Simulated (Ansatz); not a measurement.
# InSe: stress in a strained cell

InSe is deformed so: zz strain of +1 %. What stress and forces result, by LAPW, PAW and all-electron datasets made for the crystal?

A COD entry behind a cell of this session may itself be a prediction, so a difference from it is no test against experiment.

Method: DFT PBEsol, scalar-relativistic, in Ansatz 0.2.0.

**1. Starting point**

It takes space group R3m (No. 160, trigonal). Conventional cell: a = 4.000 Å, b = 4.000 Å, c = 24.950 Å, α = 90.00°, β = 90.00°, γ = 120.00°. In (site symmetry 3m) has 3 Se at 2.64 Å and 1 In at 2.80 Å as nearest neighbours. Around Se (site symmetry 3m) lie 3 In at 2.64 Å.

Structure file:

```cif
data_structure
_symmetry_space_group_name_H-M 'P 1'
_symmetry_Int_Tables_number 1
_cell_length_a 8.6314
_cell_length_b 8.6314
_cell_length_c 8.6314
_cell_angle_alpha 26.796
_cell_angle_beta 26.796
_cell_angle_gamma 26.796
_cell_volume 115.24
loop_
_atom_site_label
_atom_site_type_symbol
_atom_site_fract_x
_atom_site_fract_y
_atom_site_fract_z
_atom_site_occupancy
In1 In 0.00000 0.00000 0.00000 1
In2 In 0.11220 0.11220 0.11220 1
Se1 Se 0.61550 0.61550 0.61550 1
Se2 Se 0.83000 0.83000 0.83000 1
```

Atoms are numbered in the order of the input: In1, In2, Se3, Se4.

**2. The deformed structure**

Space group R3m before, R3m after.

**3. Full-potential LAPW**

input.yaml reads:

```yaml
crystal:
  lattice:
    - [1.9999996503, 1.1547003365, 8.3998367]
    - [-1.9999996503, 1.1547003365, 8.3998367]
    - [0.0, -2.309400673, 8.3998367]
  atoms:
    - { symbol: In, position: [0.0, 0.0, 0.0] }
    - { symbol: In, position: [0.1122, 0.1122, 0.1122] }
    - { symbol: Se, position: [0.6155, 0.6155, 0.6155] }
    - { symbol: Se, position: [0.83, 0.83, 0.83] }
kpoints:
  mp_grid: { grid: [7, 7, 7] }
  band_path:
    path:
      - [0.0, 0.0, 0.0]
      - [-0.5, -0.5, -0.5]
      - [-0.5, -0.1792647837, -0.8207352163]
      - [-0.1792647837, 0.1792647837, -0.5]
      - [0.0, 0.0, -0.5]
      - [0.0, 0.0, 0.0]
      - [0.0, 0.3396323919, -0.3396323919]
      - [-0.3396323919, 0.0, -0.6603676081]
      - [-0.5, 0.0, -0.5]
    npoints: 5
scf:
  occupations: { method: fermi_dirac, width: 0.01 }
hamiltonian:
  xc: pbesol
  pseudopotentials: { kind: all_electron, lapw: { basis_error: 0.001 } }
output:
  forces: true
  stress: true
  eigenvalues: true
```

On the command line:

```
> ansatz run input.yaml --threads 1 --pin off --max-ram 6144MiB --backend cpu --events-out ev --progress --plain --runs-dir out
```

Standard output (excerpt; [...] marks lines left out):

```text
LAPW: plane waves up to 8.420 Å⁻¹, error target 1.0e-3 eV per atom; small_component_spin mean_spin; Se in spheres of 1.270 Å, 24 of its electrons in bands, Dirac shells []; In in spheres of 1.375 Å, 21 of its electrons in bands, Dirac shells []
[...]
Pseudopotentials: kind: all_electron
Pseudopotential: In, LAPW, valence charge 21, Koelling and Harmon's equation, gaussian nucleus
Pseudopotential: Se, LAPW, valence charge 24, Koelling and Harmon's equation, gaussian nucleus
Functional definition: PBEsol
[...]
Crystal: 4 atoms, lattice volume = 116.392 Å³
Basis set: ecut = 270.101946286659 eV, 1181 PW (Γ), FFT grids on a1−a3, a2−a3, a3, exchange–correlation at level 2
Bands: 54, of which v1, the nominal top of the filled ones, is band 45 counted from 1 (44 counted from 0)
Symmetry: 6 space group operations
Space group: R3m (ITA 160), of the structure as read, at distance tolerance 4.9e-5 Å
k-points: 44 of 343 (time reversal used)
[...]
SCF iter   1: F=—  HF=-452111.099538 eV  |F-HF|=—  |Δ(HF+E_count)|=         —  Δρ=2.43e-2  dr2=1.45e0  ethr=1.61e-3  ⟨swp⟩=2.0  Hψ=15026  notcnv=0
[...]
the basis was enlarged: its passes take 473.2 KiB over the memory plan, 1 of 1 planned eigensolver slots
[...]
SCF iter  10: F=-452110.660672 eV  HF=-452110.660672 eV  |F-HF|=3.34e-8  |Δ(HF+E_count)|=   6.16e-8  Δρ=3.56e-6  dr2=1.98e-8  ethr=1.05e-10  ⟨swp⟩=3.0  Hψ=7140  notcnv=0
[...]
NSCF: frozen V_eff on 41 k-points
SCF converged after 10 iterations
Free energy (F): -452110.660672 eV
[...]
E sigma→0 (E₀):  -452110.660672 eV
Fermi energy:    9.115515 eV
[...]
--- Forces (eV/Å), atoms counted from 1 ---
  atom   1  In     0.00000000    -0.00000000     0.19284240
  atom   2  In     0.00000000    -0.00000000    -0.19237598
  atom   3  Se     0.00000000     0.00000000     0.06968707
  atom   4  Se     0.00000000     0.00000000    -0.07015801
[...]
--- Stress (GPa, compression-positive) ---
        0.163208       0.000000       0.000000
        0.000000       0.163208      -0.000000
       -0.000000      -0.000000      -0.996836
  P = ⅓ Tr σ = -0.2235 GPa (-2.235 kbar)
--- Band table (eV; the first three rows and the last of 44) ---
[...]
```

It took 1.8 min on 1 thread of Intel Xeon Platinum 8488C (Sapphire Rapids), shared host; peak memory 0.63 GiB.

Read from it: pressure -0.22 GPa; gap 0.33 eV, direct at T; largest force 0.193 eV/Å.

**4. PAW on the default files**

input.yaml reads:

```yaml
crystal:
  lattice:
    - [1.9999996503, 1.1547003365, 8.3998367]
    - [-1.9999996503, 1.1547003365, 8.3998367]
    - [0.0, -2.309400673, 8.3998367]
  atoms:
    - { symbol: In, position: [0.0, 0.0, 0.0] }
    - { symbol: In, position: [0.1122, 0.1122, 0.1122] }
    - { symbol: Se, position: [0.6155, 0.6155, 0.6155] }
    - { symbol: Se, position: [0.83, 0.83, 0.83] }
kpoints:
  mp_grid: { grid: [7, 7, 7] }
scf:
  occupations: { method: fermi_dirac, width: 0.01 }
hamiltonian:
  xc: pbesol
  pseudopotentials: { kind: paw }
output:
  forces: true
  stress: true
  eigenvalues: true
  efg: { contact_densities: true }
  write_density: true
  write_potential: true
  elf: true
  volumetric_format: npy
```

On the command line:

```
> ansatz run input.yaml --threads 1 --pin off --max-ram 6144MiB --backend cpu --events-out ev --progress --plain --runs-dir out
```

Standard output:

```text
basis.fft_grid_basis auto: the FFT boxes are laid along the combinations [[1, -1, 0], [0, 1, 0], [0, -1, 1]] of the cell's own vectors, 4.000, 8.712 and 4.000 Å long. The dense box has 27×60×27 points. Along the cell's own vectors, as sized, it would have 60×60×60, 4.94 times as many. Of the 6 symmetry operations that the crystal satisfies within crystal.symmetry.tolerance (time reversal apart; of a slab, those that keep its plane) the dense box along the cell's own vectors carries 6, and the one as laid loses 4 of those. basis.fft_grid_basis: typed keeps the cell's own vectors: state it where this run's energies or levels are differenced outside the engine with another run's, or held beside a run that keeps those vectors. Those combinations have planes normal to reciprocal vector 3, as the cell's own vectors have. Each planar average written beside output.write_density, output.write_potential has a row for each plane of the box: 27. The volumetric files lie along those combinations, not along the cell's own vectors: a cube or XSF file states them, and fields.json those of NumPy files.
In: output.efg is read without spin–orbit coupling, which moves field gradients at and beside such atoms by some per cent and up to a factor of two; PAW files take it under magnetization.noncollinear and magnetization.spin_orbit
Engine: ansatz 0.2.0
Pseudopotentials: kind: paw
Pseudopotential: In, paw, valence charge 13, recommended cutoff 420 eV (normal)
Pseudopotential: Se, paw, valence charge 16, recommended cutoff 420 eV (normal)
Functional definition: PBEsol
  exchange = pbesol_x
  correlation = pbesol_c
Crystal: 4 atoms, lattice volume = 116.392 Å³
Basis set: ecut = 420 eV, 2309 PW (Γ), FFT grids on a1−a2, a2, −a2+a3, exchange–correlation on 54×120×54 points (8 copies of the dense FFT grid, shifted against one another)
Bands: 35, of which v1, the nominal top of the filled ones, is band 29 counted from 1 (28 counted from 0)
Symmetry: 6 space group operations
Space group: R3m (ITA 160), of the structure as read, at distance tolerance 4.9e-5 Å
k-points: 44 of 343 (time reversal used)
Non-local potential: In, projectors of the file, l = 0: 2, l = 1: 2, l = 2: 2, l = 3: 2
Non-local potential: Se, projectors of the file, l = 0: 2, l = 1: 2, l = 2: 3, l = 3: 1
PAW form: soft (Blöchl's): semilocal exchange-correlation on the pseudo side does not see the compensation charge
PAW frozen core: In, regenerated for the run's functional, and the local potential with it (the file was generated under x = pbe(κ = 0.804, μ = 0.2195149727645171), c = pbe(β = 0.06672455060314922))
PAW frozen core: Se, regenerated for the run's functional, and the local potential with it (the file was generated under x = pbe(κ = 0.804, μ = 0.2195149727645171), c = pbe(β = 0.06672455060314922))
PAW one-centre angular grid: In, 590 points (default); XC on 64 Gauss nodes
PAW one-centre angular grid: Se, 590 points (default); XC on 64 Gauss nodes
Initial density: superposition of atomic densities (neutral atoms: chi_scale 0, normalization atom), corrected by the library's trained network
Initial wavefunctions: pseudopotential atomic-orbital guess
Functional: x = pbesol(κ = 0.804, μ = 0.12345679012345678), c = pbesol(β = 0.046)
SCF iter   1: F=—  HF=-21901.162587 eV  |F-HF|=—  |Δ(HF+E_count)|=         —  Δρ=4.08e-3  dr2=4.41e-2  ethr=1.77e-3  ⟨swp⟩=6.9  Hψ=6518  notcnv=0
preconditioner: auto → Resta (q_TF=auto, 2.429 Å⁻¹)  ε∞=3.4  [insulator: Δε(μ)=0.668 eV  Ē_g=13.838 eV  σ=0.010 eV  W_gap=1.00  n_scr=30 (ndim 8)  ℏωp=21.2 eV  f_vac=0.080  D(μ)=0.00/eV (n_scr^D=0)  ε∞_Penn≈3.4]
SCF iter   2: F=—  HF=-21901.150837 eV  |F-HF|=—  |Δ(HF+E_count)|=   1.18e-2  Δρ=1.58e-3  dr2=3.02e-3  ethr=7.60e-5  ⟨swp⟩=2.9  Hψ=2208  notcnv=0  defer=52
SCF iter   3: F=—  HF=-21901.150382 eV  |F-HF|=—  |Δ(HF+E_count)|=   4.55e-4  Δρ=6.66e-4  dr2=6.26e-4  ethr=5.21e-6  ⟨swp⟩=2.0  Hψ=2536  notcnv=0  defer=52
SCF iter   4: F=—  HF=-21901.150444 eV  |F-HF|=—  |Δ(HF+E_count)|=   6.18e-5  Δρ=1.98e-4  dr2=5.80e-5  ethr=1.08e-6  ⟨swp⟩=2.0  Hψ=1993  notcnv=0  defer=52
SCF iter   5: F=—  HF=-21901.150478 eV  |F-HF|=—  |Δ(HF+E_count)|=   3.48e-5  Δρ=3.83e-5  dr2=2.03e-6  ethr=1.00e-7  ⟨swp⟩=2.0  Hψ=1884  notcnv=0  defer=52
SCF iter   6: F=—  HF=-21901.150481 eV  |F-HF|=—  |Δ(HF+E_count)|=   2.82e-6  Δρ=8.20e-6  dr2=1.09e-7  ethr=3.50e-9  ⟨swp⟩=3.0  Hψ=2730  notcnv=0  defer=52
SCF iter   7: F=-21901.150481 eV  HF=-21901.150481 eV  |F-HF|=1.30e-9  |Δ(HF+E_count)|=   1.42e-7  Δρ=2.83e-6  dr2=1.36e-8  ethr=1.72e-10  ⟨swp⟩=12.9  Hψ=10774  notcnv=0
SCF 1 converged in 7 iterations: F = -21901.150481 eV  dr2 = 1.36e-8
  Residual-converged pass: ⟨swp⟩=1.0  Hψ=1716  notcnv=0  max |occ|·‖R‖ = 7.0e-9 eV (tolerance 1.0e-8 eV)  dr2=1.36e-8  dr2_onsite=1.61e-8  max |Δocc| = 5.1e-25
SCF converged after 7 iterations
Free energy (F): -21901.150481 eV
Harris-Foulkes:  -21901.150481 eV  (|F-HF|=1.30e-9)
Internal energy: -21901.150481 eV  (E = F + TS)
E sigma→0 (E₀):  -21901.150481 eV
Fermi energy:    7.384856 eV
--- Per-component energies (eV) ---
  E_band       = -916.968027
  E_kinetic    = 722.853859
  E_local      = -7882.111969  (includes V_loc(G=0)·N_el)
  E_nonlocal   = -448.397015
  E_hartree    = 3628.056979
  E_xc         = -632.785374
  E_vxc        = -394.848307  (∫ρ·V_xc dr)
  E_paw        = -11904.131397  (= ΣΔE_a)
  E_vpaw       = -170.576403  (= ΣTr[D̂ρ^β])
  E_aug_tail   = -0.001167  (compensation charges beyond the density's cutoff)
  E_ewald      = -5387.123104
  E_core_change = 2.488706  (= ΣΔE_core)
  E_smearing   = -0.000000  (= −TS)
  E_closure    = -0.000000  (closes the sum)
  Σ components = -21901.150481   (vs F -21901.150481, Δ=0.00e0)
--- Forces (eV/Å), atoms counted from 1 ---
  atom   1  In     0.00000000     0.00000000     0.19244563
  atom   2  In     0.00000000     0.00000000    -0.19197340
  atom   3  Se     0.00000000    -0.00000000     0.07068296
  atom   4  Se     0.00000000     0.00000000    -0.07113140
  max |Σ_I F_I| component: 2.38e-5 eV/Å
--- Stress (GPa, compression-positive) ---
        0.151222       0.000000       0.000000
        0.000000       0.151222       0.000000
        0.000000       0.000000      -1.006347
  P = ⅓ Tr σ = -0.2346 GPa (-2.346 kbar)
--- PAW observables at the nuclei: V_zz in 10²¹ V/m², potentials from the cell's mean, atoms counted from 1 ---
  atom   1  In V_zz =   -10.083468   η = 0.0000   by run symmetry: allowed
            electrostatic potential = -7935.792567 V   contact ρ = 1131365.636532 e/Å³
  atom   2  In V_zz =   -10.090154   η = 0.0000   by run symmetry: allowed
            electrostatic potential = -7935.792654 V   contact ρ = 1131365.616012 e/Å³
  atom   3  Se V_zz =    -5.378223   η = 0.0000   by run symmetry: allowed
            electrostatic potential = -4709.740930 V   contact ρ = 262404.152383 e/Å³
  atom   4  Se V_zz =    -5.750845   η = 0.0000   by run symmetry: allowed
            electrostatic potential = -4709.740712 V   contact ρ = 262403.961696 e/Å³
--- Band table (eV; the first three rows and the last of 44) ---
  k-point 0: bands = ["-40.3119", "-40.3119", "-40.3099", "-40.3099", "-40.2877", "-40.2877", "-40.2868", "-40.2868", "-40.2784", "-40.2780", "-7.5040", "-7.3350", "-7.3350", "-7.2625", "-7.2625", "-7.2411", "-7.2411", "-7.0773", "-7.0773", "-7.0712", "-6.3652", "-5.9234", "0.8404", "3.7201", "5.5975", "5.9157", "5.9157", "6.0432", "6.0432", "8.9297", "9.2241", "11.5913", "11.5913", "12.1879", "12.6564"]
  k-point 1: bands = ["-40.3119", "-40.3119", "-40.3099", "-40.3098", "-40.2877", "-40.2877", "-40.2869", "-40.2868", "-40.2784", "-40.2780", "-7.5134", "-7.4061", "-7.3465", "-7.3308", "-7.2480", "-7.2464", "-7.2317", "-7.1147", "-7.0790", "-7.0073", "-6.1350", "-5.7344", "0.9913", "3.3541", "4.7223", "5.4776", "5.6642", "5.8341", "6.0799", "9.2650", "9.9728", "10.8103", "11.7674", "11.8178", "12.7105"]
  k-point 2: bands = ["-40.3119", "-40.3117", "-40.3098", "-40.3097", "-40.2877", "-40.2877", "-40.2869", "-40.2868", "-40.2783", "-40.2779", "-7.5947", "-7.4818", "-7.4441", "-7.3271", "-7.2586", "-7.2157", "-7.2044", "-7.1328", "-7.0820", "-6.9541", "-5.6246", "-5.3064", "1.1907", "2.4416", "3.4755", "5.1539", "5.2115", "5.3923", "6.1199", "8.9113", "9.2451", "10.9997", "11.4233", "11.9584", "13.5875"]
  k-point 43: bands = ["-40.3119", "-40.3119", "-40.3099", "-40.3098", "-40.2877", "-40.2877", "-40.2869", "-40.2868", "-40.2784", "-40.2780", "-7.5106", "-7.3969", "-7.3599", "-7.3311", "-7.2478", "-7.2464", "-7.2318", "-7.1190", "-7.0788", "-7.0072", "-6.0171", "-5.8621", "1.2729", "2.8697", "4.8199", "5.0302", "5.5933", "5.9151", "7.0411", "8.6222", "10.0093", "10.8905", "11.6599", "11.9344", "13.2010"]
```

Run time: 17 s. Hardware: 1 thread of Intel Xeon Platinum 8488C (Sapphire Rapids), shared host; peak memory 0.53 GiB.

This run gives: pressure -0.23 GPa; gap on the k mesh 0.68 eV (an odd mesh misses the zone boundary); largest force 0.192 eV/Å; Vzz In1 -10.08 (η = 0.00), In2 -10.09 (η = 0.00), Se3 -5.38 (η = 0.00), Se4 -5.75 (η = 0.00) (10²¹ V/m²).

The fields are shown in the conventional cell of this run's space group, carried over from its grid by interpolation.

Density in a lattice plane of the grid's cell (edges 4.00 and 25.20 Å, at 0.000 of the third edge), which holds In and Se.

Ten even steps from ' ' (0.01 e/Å³) to '@' (13.76 e/Å³):
```
            
            
==          
            
            
            
            
@@          
            
            
            
            
            
            
            
            
            
**..      ..
            
@@..      ..
```
Columns run along the first of these edges and rows up along the second, over one cell in 6 and 20 even steps from the bottom left corner. Atoms in the plane (fractional): In at (0.00, 0.00), In at (0.00, 0.11), Se at (0.00, 0.62), Se at (0.00, 0.83).

ELF in the same plane.

Values, 12 rows by 6 columns:
```
0.03 0.06 0.37 0.62 0.37 0.06
0.12 0.73 0.59 0.09 0.59 0.73
0.10 0.11 0.25 0.31 0.25 0.11
0.58 0.51 0.23 0.22 0.23 0.51
0.86 0.82 0.37 0.02 0.37 0.82
0.02 0.12 0.60 0.75 0.60 0.12
0.02 0.08 0.25 0.27 0.25 0.08
0.03 0.11 0.22 0.21 0.22 0.11
0.01 0.06 0.37 0.55 0.37 0.06
0.16 0.22 0.60 0.69 0.59 0.22
0.20 0.28 0.24 0.06 0.25 0.28
0.00 0.18 0.23 0.29 0.23 0.18
```
Columns run along the first of these edges and rows up along the second, over one cell in 6 and 12 even steps from the bottom left corner. Atoms in the plane (fractional): In at (0.00, 0.00), In at (0.00, 0.11), Se at (0.00, 0.62), Se at (0.00, 0.83).

Both are smooth fields of the valence electrons: close to the nuclei they are not physical.

Maxima of ELF outside the ion cores: 0.87 beside Se, off the lines to its neighbours, 0.9 Å from Se; 0.81 on the Se–In line, 0.9 Å from Se; 0.60 between the atoms, 1.5 Å from In.

**5. All-electron PAW on datasets made for the crystal**

input.yaml: that of step 4 with these lines changed.

```diff
@@ -16,3 +16,3 @@
   xc: pbesol
-  pseudopotentials: { kind: paw }
+  pseudopotentials: { kind: all_electron, datasets: crystal }
 output:
@@ -22,5 +22 @@
   efg: { contact_densities: true }
-  write_density: true
-  write_potential: true
-  elf: true
-  volumetric_format: npy
```

On the command line:

```
> ansatz run input.yaml --threads 1 --pin off --max-ram 6144MiB --backend cpu --events-out ev --progress --plain --runs-dir out
```

Standard output (excerpt; [...] marks lines left out):

```text
[...]
In: output.efg is read without spin–orbit coupling, which moves field gradients at and beside such atoms by some per cent and up to a factor of two; PAW files take it under magnetization.noncollinear and magnetization.spin_orbit
[...]
Pseudopotentials: kind: all_electron
Pseudopotential: In, paw, valence charge 21, recommended cutoff 240 eV (normal), Koelling and Harmon's equation, gaussian nucleus
Pseudopotential: Se, paw, valence charge 16, recommended cutoff 240 eV (normal), Koelling and Harmon's equation, gaussian nucleus
Functional definition: PBEsol
[...]
Crystal: 4 atoms, lattice volume = 116.392 Å³
Basis set: ecut = 240 eV, 957 PW (Γ), FFT grids on a1−a3, a2−a3, a3, exchange–correlation on 48×48×90 points (8 copies of the dense FFT grid, shifted against one another)
Bands: 23, of which v1, the nominal top of the filled ones, is band 19 counted from 1 (18 counted from 0)
[...]
--- PAW observables at the nuclei: V_zz in 10²¹ V/m², potentials from the cell's mean, atoms counted from 1 ---
  atom   1  In V_zz =   -10.110273   η = 0.0000   by run symmetry: allowed
            electrostatic potential = -7933.824038 V   contact ρ = 1131295.710758 e/Å³
  atom   2  In V_zz =   -10.118474   η = 0.0000   by run symmetry: allowed
            electrostatic potential = -7933.824656 V   contact ρ = 1131295.688283 e/Å³
  atom   3  Se V_zz =    -5.468512   η = 0.0000   by run symmetry: allowed
            electrostatic potential = -4708.096794 V   contact ρ = 262472.128145 e/Å³
  atom   4  Se V_zz =    -5.842960   η = 0.0000   by run symmetry: allowed
            electrostatic potential = -4708.095349 V   contact ρ = 262471.937419 e/Å³
--- Band table (eV; the first three rows and the last of 44) ---
  k-point 0: bands = ["-5.7761", "-5.6047", "-5.6047", "-5.5301", "-5.5301", "-5.5098", "-5.5098", "-5.3481", "-5.3481", "-5.3430", "-4.6344", "-4.1925", "2.5699", "5.4487", "7.3286", "7.6468", "7.6468", "7.7743", "7.7743", "10.6628"]
[...]
```

Run time: 25 s. Hardware: 1 thread of Intel Xeon Platinum 8488C (Sapphire Rapids), shared host; peak memory 0.82 GiB.

Read from it: pressure -0.23 GPa; gap on the k mesh 0.68 eV (an odd mesh misses the zone boundary); largest force 0.193 eV/Å; Vzz In1 -10.11 (η = 0.00), In2 -10.12 (η = 0.00), Se3 -5.47 (η = 0.00), Se4 -5.84 (η = 0.00) (10²¹ V/m²).

**6. Side by side**

Stress (GPa, compression positive):

```csv
method,xx,yy,zz,yz,xz,xy
LAPW,0.16,0.16,-1.00,0.00,0.00,0.00
PAW,0.15,0.15,-1.01,0.00,0.00,0.00
crystal datasets,0.16,0.16,-1.00,0.00,0.00,0.00
```

Forces (eV/Å):

```csv
atom,LAPW x,LAPW y,LAPW z,PAW x,PAW y,PAW z,crystal datasets x,crystal datasets y,crystal datasets z
In1,0.000,0.000,0.193,0.000,0.000,0.192,0.000,0.000,0.193
In2,0.000,0.000,-0.192,0.000,0.000,-0.192,0.000,0.000,-0.192
Se3,0.000,0.000,0.070,0.000,0.000,0.071,0.000,0.000,0.069
Se4,0.000,0.000,-0.070,0.000,0.000,-0.071,0.000,0.000,-0.070
```

| method | pressure (GPa) | gap on the k mesh (eV) | largest force (eV/Å) | Vzz In1 (10²¹ V/m²) | Vzz In2 (10²¹ V/m²) | Vzz Se3 (10²¹ V/m²) | SCF cycles, all passes |
| --- | --- | --- | --- | --- | --- | --- | --- |
| LAPW | -0.22 | 0.68 | 0.193 | – | – | – | 10 |
| PAW | -0.23 | 0.68 | 0.192 | -10.08 | -10.09 | -5.38 | 7 |
| crystal datasets | -0.23 | 0.68 | 0.193 | -10.11 | -10.12 | -5.47 | 10 |

**7. Outcome**

```
                                 quantity                                              value
                                 pressure  LAPW -0.22, PAW -0.23, crystal datasets -0.23 GPa
largest shear or deviatoric stress (LAPW)                                           0.77 GPa
```

What this shows: The largest part of the stress beyond the pressure is 0.77 GPa in size, in the zz component; the atoms are carried along and not relaxed. No run of the undeformed cell stands beside it, so the pressure holds what the given cell had before the change. PAW: stress within 0.01 GPa of LAPW, forces within 1 meV/Å. Crystal datasets: stress within 0.01 GPa of LAPW, forces within 1 meV/Å.
